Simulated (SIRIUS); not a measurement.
The system is B.

```
CELL_PARAMETERS angstrom
-1.78328 1.78328 1.78328
1.78328 -1.78328 1.78328
1.78328 1.78328 -1.78328
ATOMIC_POSITIONS crystal
B 0.00000 0.50000 0.50000
B 0.50000 0.00000 0.50000
B 0.50000 0.50000 0.00000
```

The cell was built by a generator and needn't be a form met in nature.

| Property | Result |
| --- | --- |
| Program | SIRIUS 7.10.0 |
| Task | single point |
| Functional | PBE |
| Potentials or basis | PseudoDojo 0.4.1 PBE standard (scalar relativistic) |
| Cutoff | 1054 eV |
| Density cutoff | 4214 eV |
| k mesh | 10 × 10 × 10 |
| Occupations | fermi-dirac, width 0.05 eV |
| Spin | no spin polarisation |

On this cell: pressure -0.1 GPa; largest force zero by symmetry; band gap on the k mesh none (metal or under the smearing width).

The same run follows on a disturbed copy (atoms moved at random, drawn with an rms of 0.05 Å):

```
CELL_PARAMETERS angstrom
-1.78328 1.78328 1.78328
1.78328 -1.78328 1.78328
1.78328 1.78328 -1.78328
ATOMIC_POSITIONS crystal
B 0.99880 0.48616 0.48091
B 0.50719 0.00395 0.49744
B 0.49286 0.47391 0.98894
```

Task: What changes?

Result: The energy (extrapolated to zero smearing) moves by +2.4 meV/atom; pressure 0.0 GPa; largest force 0.700 eV/Å; band gap on the k mesh none (metal or under the smearing width).

Forces in eV/Å, atoms in the order of the input:
```
B   -0.119  0.301  0.340
B   -0.447  0.000 -0.061
B    0.567 -0.301 -0.279
```

Stress tensor (GPa, compression positive):
```
 0.33  0.03 -0.32
 0.03 -0.36  0.16
-0.32  0.16  0.01
```
